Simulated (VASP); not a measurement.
# NbC2 (P-3m1) in VASP: further runs

Runs on NbC2. Level: PBE. Tasks: relaxation of cell and atoms.

All numbers are computed with VASP 6.6.1; they aren't measurements. Logs are shortened: lines on timing, memory, paths and dates and some standing lists are left out, and cuts for length are marked.

**1. Starting point**

It takes space group P-3m1 (No. 164, trigonal). The conventional cell has a = 3.525 Å, b = 3.525 Å, c = 4.761 Å, α = 90.00°, β = 90.00°, γ = 120.00°. Nb (site symmetry -3m) is surrounded by 6 C at 2.79 Å. C (site symmetry 3m) is surrounded by 3 C at 2.25 Å.

The cell was built by a generator and needn't be a form met in nature.

**2. Relaxation of cell and atoms, PBE**

The input, INCAR:

```
SYSTEM = NbC2
ALGO = Fast
EDIFF = 1E-4
EDIFFG = -0.08
ENCUT = 520
GGA = PE
IBRION = 2
ISIF = 3
ISMEAR = 0
LASPH = .True.
LCHARG = .False.
LREAL = .False.
LWAVE = .False.
NELM = 60
NSW = 24
PREC = Normal
SIGMA = 0.15
```

The input, KPOINTS:

```
k-points
0
Gamma
  7 7 4
  0 0 0
```

The input, POSCAR:

```
NbC2
1.0
    3.5248878000      0.0000000000      0.0000000000
   -1.7624439000      3.0526423800      0.0000000000
    0.0000000000      0.0000000000      4.7608860900
Nb C
1 2
Direct
    0.0000000000      0.0000000000      0.0000000000
    0.3333333300      0.6666666700      0.4000000100
    0.6666666700      0.3333333300      0.5999999900
```

Potentials or basis: VASP PAW PBE potentials, release 64 (Nb_sv, C).

On the command line:

```
> cat potpaw_PBE.64/Nb_sv/POTCAR potpaw_PBE.64/C/POTCAR > POTCAR
> mpirun -np 1 vasp_std > vasp.out
```

OUTCAR:

```text
SYSTEM = NbC2
   EDIFF = 1E-4
   EDIFFG = -0.08
   ENCUT = 520
   GGA = PE
   IBRION = 2
   ISIF = 3
   ISMEAR = 0
   LASPH = .True.
   LREAL = .False.
   NELM = 60
   NSW = 24
   PREC = Normal

 ion  position               nearest neighbor table
   1  0.000  0.000  0.000-
   2  0.333  0.667  0.400-
   3  0.667  0.333  0.600-

  LATTYP: Found a hexagonal cell.
 ALAT       =     3.5248878000
 C/A-ratio  =     1.3506489738

  Lattice vectors:

 A1 = (   3.5248878000,   0.0000000000,   0.0000000000)
 A2 = (  -1.7624439000,   3.0526423800,   0.0000000000)
 A3 = (   0.0000000000,   0.0000000000,   4.7608860900)

Analysis of symmetry for initial positions (statically):
=====================================================================
 Subroutine PRICEL returns:
 Original cell was already a primitive cell.

 Routine SETGRP: Setting up the symmetry group for a
 hexagonal supercell.

 Subroutine GETGRP returns: Found 12 space group operations
 (whereof 12 operations were pure point group operations)
 out of a pool of 24 trial point group operations.

The static configuration has the point symmetry D_3d.

Analysis of symmetry for dynamics (positions and initial velocities):
=====================================================================
 Subroutine PRICEL returns:
 Original cell was already a primitive cell.

 Routine SETGRP: Setting up the symmetry group for a
 hexagonal supercell.

 Subroutine GETGRP returns: Found 12 space group operations
 (whereof 12 operations were pure point group operations)
 out of a pool of 24 trial point group operations.

The dynamic configuration has the point symmetry D_3d.

 Subroutine INISYM returns: Found 12 space group operations
 (whereof 12 operations are pure point group operations),
 and found     1 'primitive' translations

----------------------------------------------------------------------------------------

                                     Primitive cell

  volume of cell :      51.2282

  direct lattice vectors                    reciprocal lattice vectors
     3.524887800  0.000000000  0.000000000     0.283696973  0.163792524  0.000000000
    -1.762443900  3.052642380  0.000000000     0.000000000  0.327585048  0.000000000
     0.000000000  0.000000000  4.760886090     0.000000000  0.000000000  0.210044933

  length of vectors
     3.524887800  3.524887800  4.760886090     0.327585048  0.327585048  0.210044933

  position of ions in fractional coordinates (direct lattice)
     0.000000000  0.000000000  0.000000000
     0.333333330  0.666666670  0.400000010
     0.666666670  0.333333330  0.599999990

  ion indices of the primitive-cell ions
   primitive index   ion index
                 1           1
                 2           2
                 3           3

----------------------------------------------------------------------------------------

 KPOINTS: k-points

Automatic generation of k-mesh.
 Grid dimensions read from file:
 generate k-points for:    7    7    4

 Generating k-lattice:

  Cartesian coordinates                     Fractional coordinates (reciprocal lattice)
     0.040528139  0.023398932  0.000000000     0.142857143  0.000000000  0.000000000
     0.000000000  0.046797864  0.000000000     0.000000000  0.142857143  0.000000000
     0.000000000  0.000000000  0.052511233     0.000000000  0.000000000  0.250000000

  Length of vectors
     0.046797864  0.046797864  0.052511233

  Shift w.r.t. Gamma in fractional coordinates (k-lattice)
     0.000000000  0.000000000  0.000000000

 Subroutine IBZKPT returns following result:
 ===========================================

 Found     28 irreducible k-points:

 Following reciprocal coordinates:
            Coordinates               Weight
  0.000000  0.000000  0.000000      1.000000
  0.142857  0.000000  0.000000      6.000000
  0.285714  0.000000  0.000000      6.000000
  0.428571  0.000000  0.000000      6.000000
  0.142857  0.142857  0.000000      6.000000
  0.285714  0.142857  0.000000     12.000000
[... 16 lines left out ...]
  0.285714  0.000000  0.500000      6.000000
  0.428571  0.000000  0.500000      6.000000
 [... further k-points ...]
   k-points           NKPTS =     28   k-points in BZ     NKDIM =     28   number of bands    NBANDS=     14
   number of dos      NEDOS =    301   number of ions     NIONS =      3
   total plane-waves  NPLWV =  11200
   dimension x,y,z NGX =    20 NGY =   20 NGZ =   28
   dimension x,y,z NGXF=    40 NGYF=   40 NGZF=   56
   ions per type =               1   2
   NGX,Y,Z   is equivalent  to a cutoff of   9.43,  9.43,  9.78 a.u.
   NGXF,Y,Z  is equivalent  to a cutoff of  18.87, 18.87, 19.55 a.u.
 SYSTEM =  NbC2
   PREC   = normal    normal or accurate (medium, high low for compatibility)
   ISTART =      0    job   : 0-new  1-cont  2-samecut
   ICHARG =      2    charge: 1-file 2-atom 10-const
   ISPIN  =      1    spin polarized calculation?
   LNONCOLLINEAR =      F non collinear calculations
   LSORBIT =      F    spin-orbit coupling
   LASPH  =      T    aspherical Exc in radial PAW
   ENCUT  =  520.0 eV  38.22 Ry    6.18 a.u.   6.55  6.55  8.85*2*pi/ulx,y,z
   NELM   =     60;   NELMIN=  2; NELMDL= -5     # of ELM steps
   EDIFF  = 0.1E-03   stopping-criterion for ELM
   LREAL  =      F    real-space projection
   EDIFFG = -.8E-01   stopping-criterion for IOM
   NSW    =     24    number of steps for IOM
   IBRION =      2    ionic relax: 0-MD 1-quasi-New 2-CG
   NFREE  =      1    steps in history (QN), initial steepest desc. (CG)
   ISIF   =      3    stress and relaxation
   ISYM   =      2    0-nonsym 1-usesym 2-fastsym
   POTIM  = 0.5000    time-step for ionic-motion
   TEBEG  =    0.0;   TEEND  =   0.0 temperature during run
   PSTRESS=    0.0 pullay stress
   NELECT =      21.0000    total number of electrons
   NUPDOWN=      -1.0000    fix difference up-down
   EMIN   =  10.00;   EMAX   =-10.00  energy-range for DOS
   EFERMI =   0.00;   METHOD = LEGACY
   ISMEAR =     0;   SIGMA  =   0.15  broadening in eV -4-tet -1-fermi 0-gaus
   EFERMI_NEDOS =   21; number of points for ismear=-14 and -15
   IALGO  =     68    algorithm
   IMIX   =      4    mixing-type and parameters
     AMIX     =   0.40;   BMIX     =  1.00
     AMIX_MAG =   1.60;   BMIX_MAG =  1.00
  volume/ion in A,a.u.               =      17.08       115.23
  Fermi-wavevector in a.u.,A,eV,Ry     =   1.216125  2.298143 20.122476  1.478960
  Thomas-Fermi vector in A             =   2.351489
   LORBIT       =      0    0 simple, 1 ext, 2 COOP (PROOUT), +10 PAW based schemes
   GGA     = PE    functional components
   LHFCALC =     F    Hartree Fock is set to
   AEXX    =    0.0000 exact exchange contribution
   IVDW    =     0    specifies the selected vdW correction
   LEPSILON=     F    determine dielectric tensor
   LRPA    =     F    only Hartree local field effects (RPA)
 conjugate gradient relaxation of ions
 non-spin polarized calculation
 RMM-DIIS sequential band-by-band and
 Gauss-broadening in eV      SIGMA  =   0.15
  energy-cutoff  :      520.00
  volume of cell :       51.23
 maximum number of plane-waves:      1410
   NGX = 13   NGY = 13   NGZ = 17

--------------------------------------- Ionic step        1  -------------------------------------------

 number of electron      20.9999997 magnetization

 Free energy of the ion-electron system (eV)
  ---------------------------------------------------
  ext. energy  EPLUGINS =         0.00000000
  ---------------------------------------------------
  free energy    TOTEN  =       -19.25146584 eV

  energy without entropy =      -19.17852193  energy(sigma->0) =      -19.21499388

 E-fermi :   4.9833     XC(G=0): -10.2926

 val. band max:        4.9749727100   @ k =   0.4286   0.1429   0.2500
 cond. band min:       5.0048985302   @ k =  -0.1429   0.4286   0.2500
 fundamental gap:      0.0299258202
 Fermi energy:         4.9832978772

 k-point     1 :       0.0000    0.0000    0.0000
  band No.  band energies     occupation
      1     -50.9769      2.00000
      2     -27.0288      2.00000
      3     -26.8100      2.00000
      4     -26.8100      2.00000
      5      -7.2963      2.00000
      6      -1.5356      2.00000
      7       1.6107      2.00000
      8       3.1541      2.00000
      9       3.1541      2.00000
     10       5.0775      0.37471
     11       5.6532      0.00000
     12       5.7412      0.00000
     13       6.8791      0.00000
     14       7.0045      0.00000
[... 495 lines left out ...]
  FREE ENERGIE OF THE ION-ELECTRON SYSTEM (eV)
  ---------------------------------------------------
  free  energy   TOTEN  =       -24.4468888926 eV

  energy  without entropy=      -24.4018799955  energy(sigma->0) =      -24.42438444

[... ionic steps 4 to 11 ...]

--------------------------------------- Ionic step       12  -------------------------------------------

 number of electron      20.9999996 magnetization

------------------------ aborting loop because EDIFF is reached ----------------------------------------

  FORCE on cell =-STRESS in cart. coord.  units (eV):
  Direction    XX          YY          ZZ          XY          YZ          ZX
  --------------------------------------------------------------------------------------
  -------------------------------------------------------------------------------------
  Total       -0.0101055     -0.0101055     -0.3358241     -0.0000000      0.0000000      0.0000000
  in kB       -0.5767192     -0.5767192    -19.1654050     -0.0000000      0.0000000      0.0000000
  external PRESSURE =      -6.7729478 kB  Pullay stress =       0.0000000 kB
[... 59 lines left out ...]
  energy  without entropy=      -25.9252464728  energy(sigma->0) =      -25.93591390

--------------------------------------- Ionic step       14  -------------------------------------------

 number of electron      20.9999996 magnetization

 Free energy of the ion-electron system (eV)
  ---------------------------------------------------
  ext. energy  EPLUGINS =         0.00000000
  ---------------------------------------------------
  free energy    TOTEN  =       -25.94722559 eV

  energy without entropy =      -25.92556636  energy(sigma->0) =      -25.93639598

 E-fermi :  12.3828     XC(G=0): -13.1188

 val. band max:       12.3530495013   @ k =   0.2857   0.0000   0.5000
 cond. band min:      12.4646164129   @ k =   0.0000   0.0000   0.0000
 fundamental gap:      0.1115669116
 Fermi energy:        12.3827886905

 k-point     1 :       0.0000    0.0000    0.0000
  band No.  band energies     occupation
      1     -43.0014      2.00000
      2     -19.2525      2.00000
      3     -17.6324      2.00000
      4     -17.6324      2.00000
      5      -6.7980      2.00000
      6       4.1884      2.00000
      7       7.2940      2.00000
      8       9.2165      2.00000
      9       9.2165      2.00000
     10      11.9550      1.99995
     11      12.4646      0.44042
     12      12.4646      0.44042
     13      16.1106      0.00000
     14      16.1106      0.00000
[... 421 lines left out ...]
  FREE ENERGIE OF THE ION-ELECTRON SYSTEM (eV)
  ---------------------------------------------------
  free  energy   TOTEN  =       -25.9472255887 eV

  energy  without entropy=      -25.9255663634  energy(sigma->0) =      -25.93639598

 reached required accuracy - stopping structural energy minimisation
```

Wall time 3.1 min (1 thread of Intel Xeon Platinum 8259CL at 2.50GHz (Skylake/Cascade Lake), shared host); peak memory 0.15 GiB.

What came out:

```yaml
Free_energy: -25.9472 eV
Relaxed_volume: 9.35 Å³/atom
Relaxed_cell: a = 2.644 Å, b = 2.644 Å, c = 4.634 Å, α = 90.00°, β = 90.00°, γ = 120.00°
Space_group_after_relaxing_to_0.05_Å: P-3m1 (No. 164)
Energy_gained_by_relaxing: 2231.9 meV/atom
Ionic_steps: 14
Pressure_after_relaxing: 0.3 GPa
Largest_force_after_relaxing: 0.040 eV/Å
Band_gap_on_the_k_mesh: none (metal or under the smearing width)
```

Forces in eV/Å, atoms in the order of the input:
```
Nb   0.000  0.000  0.000
C    0.000  0.000 -0.040
C    0.000  0.000  0.040
```

Stress tensor (GPa, compression positive):
```
 0.95  0.00  0.00
 0.00  0.95  0.00
 0.00  0.00 -1.01
```

Step by step:
```tsv
step	energy change (eV)	largest force (eV/Å)	pressure (GPa)	volume (Å³)
1	0.0000	0.2031	-39.72	51.23
2	-5.0296	3.9199	26.52	25.80
3	-5.1954	2.8743	1.57	28.06
4	-6.2896	1.4617	22.88	25.45
5	-6.3243	0.8551	29.82	25.02
6	-6.6380	0.6854	-5.16	28.82
7	-6.6688	0.5296	0.02	27.73
8	-6.6927	0.2171	2.19	27.84
9	-6.6935	0.1211	2.28	27.86
10	-6.6933	0.0940	-2.38	28.34
11	-6.6958	0.0185	-0.61	28.10
12	-6.6958	0.0330	-0.68	28.07
13	-6.6951	0.0834	0.92	27.97
14	-6.6958	0.0405	0.30	28.05
```

Final structure:
```cif
data_structure
_symmetry_space_group_name_H-M 'P 1'
_symmetry_Int_Tables_number 1
_cell_length_a 2.6437
_cell_length_b 2.6437
_cell_length_c 4.6342
_cell_angle_alpha 90.000
_cell_angle_beta 90.000
_cell_angle_gamma 120.000
_cell_volume 28.05
loop_
_atom_site_label
_atom_site_type_symbol
_atom_site_fract_x
_atom_site_fract_y
_atom_site_fract_z
_atom_site_occupancy
Nb1 Nb 0.00000 0.00000 0.00000 1
C1 C 0.33333 0.66667 0.44911 1
C2 C 0.66667 0.33333 0.55089 1
```

Caveat: the volume moved by over 15 % at a fixed basis, so the end points are rough; the relaxation stopped at a loose force limit of 0.08 eV/Å, so its end isn't a converged minimum.

**3. Relaxation of cell and atoms, PBE**

This run uses another cell than the first one: it holds 6 atoms, not 3.

INCAR is that of step 2.

The input, KPOINTS:

```
k-points
0
Gamma
  5 5 3
  0 0 0
```

The input, POSCAR:

```
NbC2
1.0
    3.9401135300      0.0000000000      0.0000000000
   -1.9700567600      3.4122384100      0.0000000000
    0.0000000000      0.0000000000      6.7900951900
Nb C
2 4
Direct
    0.3333333300      0.6666666700      0.2500000000
    0.6666666700      0.3333333300      0.7500000000
    0.3333333300      0.6666666700      0.6246200600
    0.6666666700      0.3333333300      0.1246200600
    0.6666666700      0.3333333300      0.3753799400
    0.3333333300      0.6666666700      0.8753799400
```

Potentials or basis: VASP PAW PBE potentials, release 64 (Nb_sv, C).

On the command line:

```
> cat potpaw_PBE.64/Nb_sv/POTCAR potpaw_PBE.64/C/POTCAR > POTCAR
> mpirun -np 1 vasp_std > vasp.out
```

Wall time 6.7 min (1 thread of Intel Xeon Platinum 8259CL at 2.50GHz (Skylake/Cascade Lake), shared host); peak memory 0.18 GiB.

The run converged. Its results:

| Property | Result |
| --- | --- |
| Free energy | -53.7863 eV |
| Relaxed volume | 11.95 Å³/atom |
| Relaxed cell | a = 3.775 Å, b = 3.775 Å, c = 5.810 Å, α = 90.00°, β = 90.00°, γ = 120.00° |
| Space group after relaxing (to 0.05 Å) | P6_3/mmc (No. 194) |
| Energy gained by relaxing | 736.8 meV/atom |
| Ionic steps | 22 |
| Pressure after relaxing | -0.5 GPa |
| Largest force after relaxing | 0.027 eV/Å |
| Band gap on the k mesh | none (metal or under the smearing width) |

Forces on the atoms (eV/Å):
```
Nb   0.000  0.000  0.000
Nb   0.000  0.000  0.000
C    0.000  0.000  0.027
C    0.000  0.000  0.027
C    0.000  0.000 -0.027
C    0.000  0.000 -0.027
```

Stress tensor (GPa, compression positive):
```
-0.46  0.00  0.00
 0.00 -0.46  0.00
 0.00  0.00 -0.73
```

The path:
```tsv
step	energy change (eV)	largest force (eV/Å)	pressure (GPa)	volume (Å³)
1	0.0000	4.3210	-35.49	91.29
2	13.6735	56.2431	194.32	53.23
3	45.8735	0.9664	40.03	85.00
4	-0.2363	4.5800	-33.12	87.14
5	-0.7950	4.5487	-32.58	85.77
6	-0.9514	4.5444	-32.23	85.28
7	-1.0012	4.5428	-32.13	85.12
8	-0.1801	18.5662	71.47	61.07
9	-4.3464	0.7356	-2.45	70.95
10	-4.3639	0.3110	-0.17	70.47
11	-4.3680	0.0074	1.23	70.12
12	-4.3659	0.2603	2.56	69.84
13	-4.3973	0.5513	-1.41	71.28
14	-4.3974	0.5741	-1.29	71.31
15	-4.4154	0.3231	-1.16	71.67
16	-4.4195	0.0943	-0.83	71.99
17	-4.4198	0.1443	-0.96	71.94
18	-4.4198	0.1590	-1.16	71.92
19	-4.4185	0.2483	-1.17	71.79
20	-4.4197	0.1706	-1.03	71.89
21	-4.4198	0.1655	-0.83	71.90
22	-4.4209	0.0268	-0.55	71.69
```

Final structure:
```
Nb C
1.0
     3.77476    0.00000    0.00000
    -1.88738    3.26904    0.00000
     0.00000    0.00000    5.80991
Nb C
2 4
Cartesian
  0.0000 2.1794 1.4525
  1.8874 1.0897 4.3574
  0.0000 2.1794 3.6789
  1.8874 1.0897 0.7739
  1.8874 1.0897 2.1310
  0.0000 2.1794 5.0360
```

Levels at points of the mesh, in eV from the Fermi level:
```
           k point  band 19  band 20  band 21  band 22  band 23  band 24
(0.00, 0.00, 0.00)    -2.93    -2.93     0.62     0.75     0.75     2.99
```

Caveat: the k mesh is coarse (spacing up to 0.37 Å⁻¹), so the values aren't converged; the volume moved by over 15 % at a fixed basis, so the end points are rough; the relaxation stopped at a loose force limit of 0.08 eV/Å, so its end isn't a converged minimum.

[end of part 1 of 2]
